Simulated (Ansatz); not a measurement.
An Ansatz run on a 2-atom cell of BaO started from a crystallographic database left the output below. The starting cell comes from a relaxation with PBE.

Starting structure:
```
CELL_PARAMETERS angstrom
0.00000 2.78666 2.78666
2.78666 0.00000 2.78666
2.78666 2.78666 0.00000
ATOMIC_POSITIONS crystal
Ba 0.00000 0.00000 0.00000
O 0.50000 0.50000 0.50000
```

What the program printed (shortened):
```
Pseudopotential: Ba, paw, valence charge 10, recommended cutoff 420 eV (normal)
Pseudopotential: O, paw, valence charge 6, recommended cutoff 420 eV (normal)
Functional definition: SPW92
  exchange = slater_x
  correlation = pw_c
Crystal: 2 atoms, lattice volume = 43.280 Å³
Basis set: ecut = 420 eV, 869 PW (Γ)
Bands: 12, of which v1, the nominal top of the filled ones, is band 8 counted from 1 (7 counted from 0)
Symmetry: 48 space group operations
Space group: Fm-3m (ITA 225)
k-points: 29 of 512
preconditioner: auto → none  [insulator: Δε(μ)=1.712 eV  σ=0.020 eV  ℏωp=21.1 eV]
SCF 1 converged in 6 iterations: F = -6337.543476 eV  dr2 = 9.29e-9
relax step 1: F+E_penalty+E_count = -6337.54347611 eV  P = -5.483 GPa  Ω = 43.280 Å³
SCF 2 converged in 6 iterations: F = -6337.546478 eV  dr2 = 1.10e-11
relax step 2: F+E_penalty+E_count = -6337.54647813 eV  P = +7.901 GPa  Ω = 37.254 Å³  (rejected)
SCF 3 converged in 6 iterations: F = -6337.605002 eV  dr2 = 1.58e-11
relax step 3: F+E_penalty+E_count = -6337.60500238 eV  P = -0.784 GPa  Ω = 40.590 Å³
SCF 4 converged in 6 iterations: F = -6337.606809 eV  dr2 = 1.17e-13
relax step 4: F+E_penalty+E_count = -6337.60680897 eV  P = -0.044 GPa  Ω = 40.240 Å³
SCF 5 converged in 6 iterations: F = -6337.601502 eV  dr2 = 6.07e-14
relax step 5: F+E_penalty+E_count = -6337.60150201 eV  P = -0.273 GPa  Ω = 40.240 Å³  (SCF on a basis re-selected at this cell)
SCF 6 converged in 6 iterations: F = -6337.601918 eV  dr2 = 2.48e-14
relax step 6: F+E_penalty+E_count = -6337.60191830 eV  P = -0.009 GPa  Ω = 40.119 Å³
SCF 7 converged in 6 iterations: F = -6337.601567 eV  dr2 = 1.35e-11
relax step 7: F+E_penalty+E_count = -6337.60156748 eV  P = -0.016 GPa  Ω = 40.119 Å³  (SCF on a basis re-selected at this cell)
SCF converged after 6 iterations
Free energy (F): -6337.601567 eV
Fermi energy:    9.856303 eV
--- Stress (GPa, compression-positive) ---
       -0.016182       0.000000       0.000000
        0.000000      -0.016182       0.000000
        0.000000       0.000000      -0.016182
  P = ⅓ Tr σ = -0.0162 GPa (-0.162 kbar)
--- Relaxed structure (5 steps of the walk, 4 accepted, 2 SCFs on fresh bases) ---
  F+E_penalty+E_count = -6337.60156748 eV
  cell:  # Å, volume = 40.1192 Å³
    - [0.000000, 2.717111, 2.717111]
    - [2.717111, 0.000000, 2.717111]
    - [2.717111, 2.717111, 0.000000]
  atoms:
    - { symbol: Ba, position: [0.000000, 0.000000, 0.000000] }
    - { symbol: O, position: [0.500000, 0.500000, 0.500000] }
```

Question: Write the input file that gave this output.

Answer:
```yaml
crystal:
  # lattice and atoms as above
kpoints:
  mp_grid: { grid: [8, 8, 8] }
hamiltonian:
  xc: lda
scf:
  occupations: { method: fermi_dirac, width: 0.02 }
relax:
  f_tol: 0.005
  cell: {}
```
The relax steps with a changing cell volume need the relax block with cell. Keys that only write grids to files are left aside. Keys that aren't typed take their defaults; thresholds and the kind of smearing can't be read off these lines.

Run as `ansatz run input.yaml --threads 2 --pin off --max-ram 2211MiB --backend cpu --events-out ev --progress --plain --runs-dir out`. Wall time 3.5 s on 2 threads of Arm Neoverse V2, with other jobs on the host, load about 0.1 per core; peak host memory 0.3 GiB.

Calculated for a static, non-magnetic cell.
